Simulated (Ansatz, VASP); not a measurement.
## SnO2: VASP beside Ansatz

```xyz
3
Lattice="1.6384 0.9459 4.8638 -1.6384 0.9459 4.8638 0.0000 -1.8918 4.8638" Properties=species:S:1:pos:R:3 pbc="T T T"
Sn    0.0000    0.0000    7.2956
O     0.0000    0.0000   11.1307
O     0.0000    0.0000    3.4606
```

Measurements of this composition are mostly on another form, of space group No. 136.

Alike in both runs: task single point; functional LDA; k mesh 10 × 10 × 10; occupations fermi-dirac, width 0.05 eV; no spin polarisation.

|  | VASP | Ansatz |
| --- | --- | --- |
| version | VASP 6.6.1 | Ansatz 0.2.0 |
| potentials or method | VASP PAW LDA potentials, release 64 (Sn_d, O) | Ansatz PAW |
| plane-wave cutoff (eV) | 520 | 420 |
| valence electrons in the cell | 26 | 26 |

Ansatz gave:

* gap on the k mesh at the Fermi level (eV): 1.54
* least direct gap on the mesh (eV): 1.63
* pressure (GPa): -13.5
* largest component of the traceless stress (GPa): 3.68
* rms of the force components (eV/Å): 0.485

Problem. Which values does VASP return?

Solution. gap on the k mesh at the Fermi level (eV): 1.54; least direct gap on the mesh (eV): 1.63; pressure (GPa): -12.9; largest component of the traceless stress (GPa): 3.27; rms of the force components (eV/Å): 0.461.

Atom by atom the forces differ by 0.024 eV/Å (rms over components).

Caveats: spin-orbit coupling is left out, which moves the levels of the heavy elements; the pressure holds a Pulay correction of +0.9 GPa for the finite cutoff (Ansatz); the PAW data sets come from PBE, with cores solved anew for the run's functional, which leaves a small shift of forces and pressure (Ansatz); forces of over 1 eV/Å show positions far from the minimum, so gaps and moduli don't describe the material at rest (Ansatz). A k mesh can miss the band edges.
